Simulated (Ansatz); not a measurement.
# Si: pressure and energy change per atom against volume scale

All results are calculated (Ansatz 0.2.0). Plane-wave DFT, scalar-relativistic PAW made under PBE with cores redone for the functional, no dispersion; the given relaxed cell is scaled uniformly, energy at zero smearing counts from the unscaled cell, pressure at the given Fermi-Dirac smearing is positive in compression.

The cell before it is scaled or strained (space group Pm-3m, No. 221):
```
Si
1.0
      2.5418     0.0000     0.0000
      0.0000     2.5418     0.0000
      0.0000     0.0000     2.5418
Si
1
Direct
  0.00000 0.00000 0.00000
```

Settings of every row: spin polarised no; functional RPBE; wave cutoff 420 eV; smearing width 0.1 eV; k mesh 14x14x14.

Atom starting moment: 0 on all atoms.

Limits: the cell comes from a prototype or a list of computed structures and needn't be the stable phase.

| row | volume scale | V (Å³/atom) | pressure (GPa) | energy change per atom (meV) |
| --- | --- | --- | --- | --- |
| 1 | 0.88 | 14.451 | 17.27 | 97.27 |
| 2 | 0.92 | 15.108 | ? | ? |
| 3 | 0.96 | 15.765 | 4.84 | 10.17 |
| 4 | 1.04 | 17.079 | -3.23 | 6.37 |
| 5 | 1.08 | 17.736 | -6.1 | 25.96 |
| 6 | 1.12 | 18.393 | -8.39 | 56.1 |

Question: what pressure and energy change per atom should row 2 give?

Worked fit of pressure. Take u = (V_r/V)^(2/3) − 1 with V_r = 17.079 Å³ an atom, which is twice the finite (Eulerian) strain; such expansions in the strain, on which the Birch-Murnaghan equation of state is built, carry the rest volume and the bulk modulus. The shown rows have u = 0.11783, 0.05482, 0, -0.02485, -0.04821. Least squares give pressure = −3.253 + 125.774 × u + 410.04 × u² GPa; a straight line predicts inner rows, each left out in turn, worse (root mean square 1.4 against 0.057 GPa). The rows lie off it by 0.01, -0.03, 0.02, 0.03, -0.03. The pressure vanishes at u = 0.0240, or V = 16.48 Å³ an atom, and there the bulk modulus at fixed shape and fractions is B = −V dP/dV = (2/3)(1 + u) dP/du = 99.3 GPa. The withheld row has u = 0.08518, so the fit gives −3.253 + 125.774 × (0.08518) + 410.04 × (0.08518)² = 10.44 GPa.

The calculation gave 10.39 GPa. The fit lies 0.05 GPa (0.19 % of the column's range) above it; its largest miss of a shown row is 0.03 GPa.

Worked fit of energy change per atom. Take u = (V_r/V)^(2/3) − 1 with V_r = 17.079 Å³ an atom, which is twice the finite (Eulerian) strain; such expansions in the strain, on which the Birch-Murnaghan equation of state is built, carry the rest volume and the bulk modulus. The shown rows have u = 0.11783, 0.05482, 0, -0.02485, -0.04821. Least squares give energy change per atom = 6.048 − 517.052 × u + 10948.73 × u² meV; a straight line predicts inner rows, each left out in turn, worse (root mean square 36 against 0.73 meV). The rows lie off it by 0.14, -0.44, 0.32, 0.30, -0.32 (root mean square 0.32 meV). The withheld row has u = 0.08518, so the fit gives 6.048 − 517.052 × (0.08518) + 10948.73 × (0.08518)² = 41.45 meV.

The calculation gave 40.94 meV. The fit lies 0.51 meV (1.2 % of the value, 0.56 % of the column's range) above it; its largest miss of a shown row is 0.44 meV.
